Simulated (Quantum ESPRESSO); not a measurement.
# GaN: Wannier functions under several settings

```xyz
4
Lattice="3.1800 0.0000 0.0000 -1.5900 2.7540 0.0000 0.0000 0.0000 5.1660" Properties=species:S:1:pos:R:3 pbc="T T T"
Ga    1.5900    0.9180    2.5830
Ga    0.0000    1.8360    0.0000
N     1.5900    0.9180    4.5203
N     0.0000    1.8360    1.9373
```

All runs used Quantum ESPRESSO 7.5; potentials GBRV 1.5 PBE; k mesh 8 × 8 × 4; given cell; no spin polarisation; cutoff 762 eV; occupations fermi-dirac, width 0.05 eV.

```csv
level,start,Wannier mesh,functions,spread a function (Å²),RMS miss of the bands (meV)
PBE,atomic projections with disentanglement,6 × 6 × 3,26,0.56,6
PBE,"atomic projections with disentanglement, not minimised",6 × 6 × 3,26,0.79,6
PBE,SCDM with an erfc weight,6 × 6 × 3,26,1.32,17
PBE,SCDM on the occupied bands,6 × 6 × 3,?,?,?
```

What stands in the row left open?

Functions 18; spread a function 0.58 Å²; RMS miss of the bands 13 meV.

Caveats: the Wannier minimisation didn't converge (some runs).

For the row left open. Caveat: the Wannier minimisation didn't converge.
